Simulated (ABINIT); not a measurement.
**GaP (F-43m): G0W0 in ABINIT against the bands in the screening**

Wanted: the cheapest bands in the screening that holds the gap of GaP (F-43m).

Program: ABINIT 10.8.3. Level of theory: PBE and many-body steps on it, plane waves. Results are calculated unless marked as measured.

## 1. The structure

It takes space group F-43m (No. 216, cubic). Conventional cell: a = 5.450 Å, b = 5.450 Å, c = 5.450 Å, α = 90.00°, β = 90.00°, γ = 90.00°. Nearest to Ga lie 4 P at 2.36 Å. P has 4 Ga at 2.36 Å nearest. Farther neighbours are not listed.

The cell and positions come from the Crystallography Open Database and are kept as given unless a step says otherwise.

## 2. Screening, 4×4×4 mesh, 17 bands, screening to 163.3 eV

This step: ABINIT 10.8.3; RPA screening on PBE, plane waves, norm-conserving pseudopotentials.

The RPA dielectric matrix is built and inverted for each q.

The input, run.abi:

```
acell 3*1.0 Angstrom
rprim 
  0.000000000000 2.725250000000 2.725250000000
  2.725250000000 0.000000000000 2.725250000000
  2.725250000000 2.725250000000 0.000000000000
ntypat 2
znucl 31 15
natom 2
typat 1 2
xred 
  0.000000000000 0.000000000000 0.000000000000
  0.250000000000 0.250000000000 0.250000000000
pp_dirpath "pseudos"
pseudos "Ga.upf, P.upf"
ecut 36
ngkpt 4 4 4
nshiftk 1
shiftk 0 0 0
kptopt 1
chksymbreak 0
istwfk *1
occopt 1
irdwfk 1
optdriver 3
nband 17
ecuteps 6
inclvkb 2
awtr 1
symchi 1
indata_prefix "in"
outdata_prefix "out"
tmpdata_prefix "tmp"
```

On the command line:

```bash
> OMP_NUM_THREADS=1 mpirun -n 8 abinit run.abi > log
```

Output:

```text
.Version 10.8.3 of ABINIT. v10.8.2 released Aug 2026.

 Symmetries : space group F-4 3 m (#216); Bravais cF (face-center cubic)
[... echo of the input left out ...]
== DATASET  1 ==================================================================
-   mpi_nproc: 8, omp_nthreads: 1 (-1 if OMP is not activated)

--- !DatasetInfo
iteration_state: {dtset: 1, }
dimensions: {natom: 2, nkpt: 8, mband: 17, nsppol: 1, nspinor: 1, nspden: 1, mpw: 2832, }
cutoff_energies: {ecut:  36.0, pawecutdg:  -1.0, }
electrons: {nelect:   1.80000000E+01, charge:   0.00000000E+00, occopt:   1.00000000E+00, tsmear:   1.00000000E-02, }

 SCREENING: Calculation of the susceptibility and dielectric matrices

 Based on a program developped by R.W. Godby, V. Olevano, G. Onida, and L. Reining.
 Incorporated in ABINIT by V. Olevano, G.-M. Rignanese, and M. Torrent.
.Using double precision arithmetic ; gwpc =  8

[... cell and pseudopotentials left out ...]
--------------------------------------------------------------------------------

 ==== K-mesh for the wavefunctions ====
 Number of points in the irreducible wedge :     8
[... list of points left out ...]
 Together with 24 symmetry operations and time-reversal symmetry
 yields    64 points in the full Brillouin Zone.

 ==== Q-mesh for the screening function ====
 Number of points in the irreducible wedge :     8
[... list of points left out ...]
 Together with 24 symmetry operations and time-reversal symmetry
 yields    64 points in the full Brillouin Zone.

 setmesh: FFT mesh size selected  =    27x   27x   27
          total number of points  =        19683

 vcoul_init : cutoff-mode = AUXILIARY_FUNCTION
 q-points for optical limit:   1
     1)      0.000010    0.000020    0.000030

- screening: taking advantage of time-reversal symmetry
- Maximum band index for partially occupied states nbvw = 9
- Remaining bands to be divided among processors   nbcw = 8
- Number of bands treated by each node ~1

 Number of electrons calculated from density =   18.0000; Expected =   18.0000
 average of density, n =  0.065891
 r_s =    1.5359
 omega_plasma =   24.7610 [eV]

 calculating chi0 at frequencies [eV] :
  1    0.000000E+00    0.000000E+00
  2    0.000000E+00    2.476105E+01

--------------------------------------------------------------------------------
  q-point number  1        q = ( 0.000000, 0.000000, 0.000000) [r.l.u.]
--------------------------------------------------------------------------------
[... chi0 elements left out ...]
 For q-point:  0.000010 0.000020 0.000030
  dielectric constant =  17.7954
  dielectric constant without local fields =  19.5288

  Average fulfillment of the sum rule on Im[epsilon] for q-point    1 :     12.22  [%]
[... wings left out ...]
  q-point number  2        q = ( 0.250000, 0.000000, 0.000000) [r.l.u.]
--------------------------------------------------------------------------------
[... chi0 elements left out ...]
  Average fulfillment of the sum rule on Im[epsilon] for q-point    2 :     35.77  [%]

 [... 6 further q-points ...]
```

Run time: 2.9 s. Hardware: 8 MPI ranks of Intel Xeon Platinum 8488C (Sapphire Rapids), shared host; peak memory 0.11 GiB.

This step gave:

- ε∞ with local fields, on this mesh, along the program's q direction: 17.80
- the same without local fields: 19.53
- plasma frequency: 24.76 eV
- plane waves in the screening matrix: 181

Local fields lower ε∞ by 9 %. On a Γ-centred mesh this coarse the value itself is usually too large, while a short band sum pulls it down.

## 3. 17 bands

This step: G0W0 on PBE, plane waves, norm-conserving pseudopotentials.

Changes to run.abi since step 2:

```diff
@@ -23,8 +23,17 @@
 irdwfk 1
-optdriver 3
-nband 17
+optdriver 4
+nband 74
+gwcalctyp 0
+ecutsigx 36
+symsigma 1
+nkptgw 2
+kptgw 
+  0.0000000000 0.0000000000 0.0000000000
+  0.5000000000 0.5000000000 0.0000000000
+bdgw 
+  7 13
+  8 11
 ecuteps 6
-inclvkb 2
-awtr 1
-symchi 1
+irdscr 1
+ppmodel 1
 indata_prefix "in"
```

Output:

```text
.Version 10.8.3 of ABINIT. v10.8.2 released Aug 2026.

 Symmetries : space group F-4 3 m (#216); Bravais cF (face-center cubic)
[... echo of the input left out ...]
== DATASET  1 ==================================================================
-   mpi_nproc: 8, omp_nthreads: 1 (-1 if OMP is not activated)

--- !DatasetInfo
iteration_state: {dtset: 1, }
dimensions: {natom: 2, nkpt: 8, mband: 74, nsppol: 1, nspinor: 1, nspden: 1, mpw: 2832, }
cutoff_energies: {ecut:  36.0, pawecutdg:  -1.0, }
electrons: {nelect:   1.80000000E+01, charge:   0.00000000E+00, occopt:   1.00000000E+00, tsmear:   1.00000000E-02, }

 SIGMA: Calculation of the GW corrections

 Based on a program developped by R.W. Godby, V. Olevano, G. Onida, and L. Reining.
 Incorporated in ABINIT by V. Olevano, G.-M. Rignanese, and M. Torrent.
.Using double precision arithmetic ; gwpc =  8

[... cell and pseudopotentials left out ...]
--------------------------------------------------------------------------------

 ==== K-mesh for the wavefunctions ====
 Number of points in the irreducible wedge :     8
[... list of points left out ...]
 Together with 24 symmetry operations and time-reversal symmetry
 yields    64 points in the full Brillouin Zone.

 ==== Q-mesh for screening function ====
 Number of points in the irreducible wedge :     8
[... list of points left out ...]
 Together with 24 symmetry operations and time-reversal symmetry
 yields    64 points in the full Brillouin Zone.

 vcoul_init : cutoff-mode = AUXILIARY_FUNCTION
 q-points for optical limit:   1
     1)      0.000010    0.000020    0.000030
 setmesh: FFT mesh size selected  =    40x   40x   40
          total number of points  =        64000

 Number of electrons calculated from density =   18.0000; Expected =   18.0000
 average of density, n =  0.065891
 r_s =    1.5359
 omega_plasma =   24.7610 [eV]

 === KS Band Gaps ===
  >>>> For spin  1
   Minimum direct gap =   1.8169 [eV], located at k-point      :   0.0000  0.0000  0.0000
   Fundamental gap    =   1.6526 [eV], Top of valence bands at :   0.0000  0.0000  0.0000
                                       Bottom of conduction at :   0.5000  0.5000  0.0000
 SIGMA fundamental parameters:
 PLASMON POLE MODEL  1
 number of plane-waves for SigmaX                 2741
 number of plane-waves for SigmaC and W            181
 number of plane-waves for wavefunctions          2741
 number of bands                                    74
 number of independent spin polarizations            1
 number of spinorial components                      1
 number of k-points in IBZ                           8
 number of q-points in IBZ                           8
 number of symmetry operations                      24
 number of k-points in BZ                           64
 number of q-points in BZ                           64
 number of frequencies for dSigma/dE                 9
 frequency step for dSigma/dE [eV]                0.25
 number of omega for Sigma on real axis              0
 max omega for Sigma on real axis  [eV]           0.00
 zcut for avoiding poles [eV]                     0.10

 EPSILON^-1 parameters (SCR file):
 dimension of the eps^-1 matrix on file            181
 dimension of the eps^-1 matrix used               181
 number of plane-waves for wavefunctions          2741
 number of bands                                    17
 number of q-points in IBZ                           8
 number of frequencies                               2
 number of real frequencies                          1
 number of imag frequencies                          1

 matrix elements of self-energy operator (all in [eV])

 Perturbative Calculation

--- !SelfEnergy_ee
iteration_state: {dtset: 1, }
kpoint     : [   0.000,    0.000,    0.000, ]
spin       : 1
KS_gap     :    1.817
QP_gap     :    2.447
Delta_QP_KS:    0.630
data: !SigmaeeData |
     Band     E0 <VxcDFT>   SigX SigC(E0)      Z dSigC/dE  Sig(E)    E-E0       E
        7   4.357 -12.838 -14.651   1.797   0.779  -0.283 -12.850  -0.012   4.345
        8   4.357 -12.838 -14.651   1.797   0.779  -0.283 -12.850  -0.012   4.345
        9   4.357 -12.838 -14.651   1.797   0.779  -0.283 -12.850  -0.012   4.345
       10   6.174 -12.306  -7.906  -3.614   0.787  -0.271 -11.687   0.618   6.792
       11   8.244 -10.862  -6.778  -3.535   0.793  -0.261 -10.427   0.436   8.680
       12   8.244 -10.862  -6.778  -3.535   0.793  -0.261 -10.427   0.436   8.680
       13   8.244 -10.862  -6.778  -3.535   0.793  -0.261 -10.427   0.436   8.680

--- !SelfEnergy_ee
iteration_state: {dtset: 1, }
kpoint     : [   0.500,    0.500,    0.000, ]
spin       : 1
KS_gap     :    4.335
QP_gap     :    5.152
Delta_QP_KS:    0.817
data: !SigmaeeData |
     Band     E0 <VxcDFT>   SigX SigC(E0)      Z dSigC/dE  Sig(E)    E-E0       E
        8   1.674 -11.507 -14.675   2.682   0.767  -0.304 -11.880  -0.373   1.302
        9   1.674 -11.507 -14.675   2.682   0.767  -0.304 -11.880  -0.373   1.302
       10   6.010  -9.355  -5.501  -3.303   0.807  -0.239  -8.911   0.444   6.454
       11   6.179 -10.511  -6.390  -3.343   0.799  -0.251  -9.889   0.621   6.801

== END DATASET(S) ==============================================================
================================================================================

 -outvars: echo values of variables after computation  --------
           etotal      0.0000000000E+00
            nband          74
             nkpt           8
          spgroup         216
 [... the other variables as echoed above ...]

 Calculation completed.
```

Run time: 4.2 s. Hardware: 8 MPI ranks; peak memory 1.1 GiB.

Numbers from this step:

```
G0W0 gap on the points computed              : 2.109 eV
starting gap on the mesh                     : 1.653 eV
k of the valence top                         : 0, 0, 0
k of the conduction bottom                   : 0.5, 0.5, 0
Z at the valence top                         : 0.779
Z at the conduction bottom                   : 0.807
least direct G0W0 gap on the computed points : 2.447 eV
```

## 4. Screening, 4×4×4 mesh, 24 bands, screening to 163.3 eV

This step: RPA screening on PBE, plane waves, norm-conserving pseudopotentials.

Changes to run.abi since step 3:

```diff
@@ -23,17 +23,8 @@
 irdwfk 1
-optdriver 4
-nband 74
-gwcalctyp 0
-ecutsigx 36
-symsigma 1
-nkptgw 2
-kptgw 
-  0.0000000000 0.0000000000 0.0000000000
-  0.5000000000 0.5000000000 0.0000000000
-bdgw 
-  7 13
-  8 11
+optdriver 3
+nband 24
 ecuteps 6
-irdscr 1
-ppmodel 1
+inclvkb 2
+awtr 1
+symchi 1
 indata_prefix "in"
```

Output:

```text
.Version 10.8.3 of ABINIT. v10.8.2 released Aug 2026.

 Symmetries : space group F-4 3 m (#216); Bravais cF (face-center cubic)
[... echo of the input left out ...]
== DATASET  1 ==================================================================
-   mpi_nproc: 8, omp_nthreads: 1 (-1 if OMP is not activated)

--- !DatasetInfo
iteration_state: {dtset: 1, }
dimensions: {natom: 2, nkpt: 8, mband: 24, nsppol: 1, nspinor: 1, nspden: 1, mpw: 2832, }
cutoff_energies: {ecut:  36.0, pawecutdg:  -1.0, }
electrons: {nelect:   1.80000000E+01, charge:   0.00000000E+00, occopt:   1.00000000E+00, tsmear:   1.00000000E-02, }

 SCREENING: Calculation of the susceptibility and dielectric matrices

 Based on a program developped by R.W. Godby, V. Olevano, G. Onida, and L. Reining.
 Incorporated in ABINIT by V. Olevano, G.-M. Rignanese, and M. Torrent.
.Using double precision arithmetic ; gwpc =  8

[... cell and pseudopotentials left out ...]
--------------------------------------------------------------------------------

 ==== K-mesh for the wavefunctions ====
 Number of points in the irreducible wedge :     8
[... list of points left out ...]
 Together with 24 symmetry operations and time-reversal symmetry
 yields    64 points in the full Brillouin Zone.

 ==== Q-mesh for the screening function ====
 Number of points in the irreducible wedge :     8
[... list of points left out ...]
 Together with 24 symmetry operations and time-reversal symmetry
 yields    64 points in the full Brillouin Zone.

 setmesh: FFT mesh size selected  =    27x   27x   27
          total number of points  =        19683

 vcoul_init : cutoff-mode = AUXILIARY_FUNCTION
 q-points for optical limit:   1
     1)      0.000010    0.000020    0.000030

- screening: taking advantage of time-reversal symmetry
- Maximum band index for partially occupied states nbvw = 9
- Remaining bands to be divided among processors   nbcw = 15
- Number of bands treated by each node ~1

 Number of electrons calculated from density =   18.0000; Expected =   18.0000
 average of density, n =  0.065891
 r_s =    1.5359
 omega_plasma =   24.7610 [eV]

 calculating chi0 at frequencies [eV] :
  1    0.000000E+00    0.000000E+00
  2    0.000000E+00    2.476105E+01

--------------------------------------------------------------------------------
  q-point number  1        q = ( 0.000000, 0.000000, 0.000000) [r.l.u.]
--------------------------------------------------------------------------------
[... chi0 elements left out ...]
 For q-point:  0.000010 0.000020 0.000030
  dielectric constant =  17.8699
  dielectric constant without local fields =  19.5579

  Average fulfillment of the sum rule on Im[epsilon] for q-point    1 :     22.77  [%]
[... wings left out ...]
  q-point number  2        q = ( 0.250000, 0.000000, 0.000000) [r.l.u.]
--------------------------------------------------------------------------------
[... chi0 elements left out ...]
  Average fulfillment of the sum rule on Im[epsilon] for q-point    2 :     41.07  [%]

 [... 6 further q-points ...]
```

The job ended after 3.5 s (8 MPI ranks; peak memory 0.88 GiB).

Numbers from this step:

* ε∞ with local fields, on this mesh, along the program's q direction: 17.87
* the same without local fields: 19.56
* plasma frequency: 24.76 eV
* plane waves in the screening matrix: 181

## 5. 24 bands

The self-energy is evaluated for the states that the input lists, and the levels follow from it, in one-shot runs by the linearised quasiparticle equation.

This step: G0W0 on PBE, plane waves, norm-conserving pseudopotentials.

Changes to run.abi since step 4:

```diff
@@ -23,8 +23,17 @@
 irdwfk 1
-optdriver 3
-nband 24
+optdriver 4
+nband 74
+gwcalctyp 0
+ecutsigx 36
+symsigma 1
+nkptgw 2
+kptgw 
+  0.0000000000 0.0000000000 0.0000000000
+  0.5000000000 0.5000000000 0.0000000000
+bdgw 
+  7 13
+  8 11
 ecuteps 6
-inclvkb 2
-awtr 1
-symchi 1
+irdscr 1
+ppmodel 1
 indata_prefix "in"
```

Output:

```text
.Version 10.8.3 of ABINIT. v10.8.2 released Aug 2026.

 Symmetries : space group F-4 3 m (#216); Bravais cF (face-center cubic)
[... echo of the input left out ...]
== DATASET  1 ==================================================================
-   mpi_nproc: 8, omp_nthreads: 1 (-1 if OMP is not activated)

--- !DatasetInfo
iteration_state: {dtset: 1, }
dimensions: {natom: 2, nkpt: 8, mband: 74, nsppol: 1, nspinor: 1, nspden: 1, mpw: 2832, }
cutoff_energies: {ecut:  36.0, pawecutdg:  -1.0, }
electrons: {nelect:   1.80000000E+01, charge:   0.00000000E+00, occopt:   1.00000000E+00, tsmear:   1.00000000E-02, }

 SIGMA: Calculation of the GW corrections

 Based on a program developped by R.W. Godby, V. Olevano, G. Onida, and L. Reining.
 Incorporated in ABINIT by V. Olevano, G.-M. Rignanese, and M. Torrent.
.Using double precision arithmetic ; gwpc =  8

[... cell and pseudopotentials left out ...]
--------------------------------------------------------------------------------

 ==== K-mesh for the wavefunctions ====
 Number of points in the irreducible wedge :     8
[... list of points left out ...]
 Together with 24 symmetry operations and time-reversal symmetry
 yields    64 points in the full Brillouin Zone.

 ==== Q-mesh for screening function ====
 Number of points in the irreducible wedge :     8
[... list of points left out ...]
 Together with 24 symmetry operations and time-reversal symmetry
 yields    64 points in the full Brillouin Zone.

 vcoul_init : cutoff-mode = AUXILIARY_FUNCTION
 q-points for optical limit:   1
     1)      0.000010    0.000020    0.000030
 setmesh: FFT mesh size selected  =    40x   40x   40
          total number of points  =        64000

 Number of electrons calculated from density =   18.0000; Expected =   18.0000
[...]
number of omega for Sigma on real axis              0
 max omega for Sigma on real axis  [eV]           0.00
 zcut for avoiding poles [eV]                     0.10

 EPSILON^-1 parameters (SCR file):
 dimension of the eps^-1 matrix on file            181
 dimension of the eps^-1 matrix used               181
 number of plane-waves for wavefunctions          2741
 number of bands                                    24
 number of q-points in IBZ                           8
 number of frequencies                               2
 number of real frequencies                          1
 number of imag frequencies                          1

 matrix elements of self-energy operator (all in [eV])

 Perturbative Calculation

--- !SelfEnergy_ee
iteration_state: {dtset: 1, }
kpoint     : [   0.000,    0.000,    0.000, ]
spin       : 1
KS_gap     :    1.817
QP_gap     :    2.378
Delta_QP_KS:    0.561
data: !SigmaeeData |
     Band     E0 <VxcDFT>   SigX SigC(E0)      Z dSigC/dE  Sig(E)    E-E0       E
        7   4.357 -12.838 -14.651   1.638   0.778  -0.285 -12.975  -0.137   4.221
        8   4.357 -12.838 -14.651   1.638   0.778  -0.285 -12.975  -0.137   4.221
        9   4.357 -12.838 -14.651   1.638   0.778  -0.285 -12.975  -0.137   4.221
[...]
--- !SelfEnergy_ee
iteration_state: {dtset: 1, }
kpoint     : [   0.500,    0.500,    0.000, ]
spin       : 1
KS_gap     :    4.335
QP_gap     :    5.109
Delta_QP_KS:    0.774
data: !SigmaeeData |
     Band     E0 <VxcDFT>   SigX SigC(E0)      Z dSigC/dE  Sig(E)    E-E0       E
[...]
10   6.010  -9.355  -5.501  -3.498   0.806  -0.241  -9.068   0.287   6.297
       11   6.179 -10.511  -6.390  -3.564   0.799  -0.252 -10.066   0.445   6.624

== END DATASET(S) ==============================================================
================================================================================

 -outvars: echo values of variables after computation  --------
           etotal      0.0000000000E+00
            nband          74
             nkpt           8
          spgroup         216
 [... the other variables as echoed above ...]

 Calculation completed.
```

Wall time 4.1 s (8 MPI ranks); peak memory 1.1 GiB; 31 s of CPU time.

Numbers from this step:

```
G0W0 gap on the points computed              : 2.076 eV
starting gap on the mesh                     : 1.653 eV
k of the valence top                         : 0, 0, 0
k of the conduction bottom                   : 0.5, 0.5, 0
Z at the valence top                         : 0.778
Z at the conduction bottom                   : 0.806
least direct G0W0 gap on the computed points : 2.377 eV
```

The gap on the mesh goes from 1.65 eV to 2.08 eV, a correction of +0.42 eV.

[end of part 1 of 2]

[Paths, hosts, dates, memory and timing lines, banners, echoed tables and standing remarks are left out of the program output.]

[Logs are printed without paths, hosts, clocks, repeated set-up lines and the standing remarks that a program may print on its own settings, such as how far it seeks lower states.]

[Runs of the session that timed out or met a known fault of the program may be left out.]

[Hosts, paths, dates, database ids (printed as entryN), source tags and the programs' standing remarks are cut or masked in the printed files.]

[G0W0 gaps are taken among the corrected bands and points alone; a level outside them can change the order at an edge.]

[Where Ansatz stands beside ABINIT at settings called matched, ABINIT's density can come from a denser mesh and the files from another edition; pairs whose starting gaps differed by over 0.03 eV were left out, so agreement reads better than it is.]
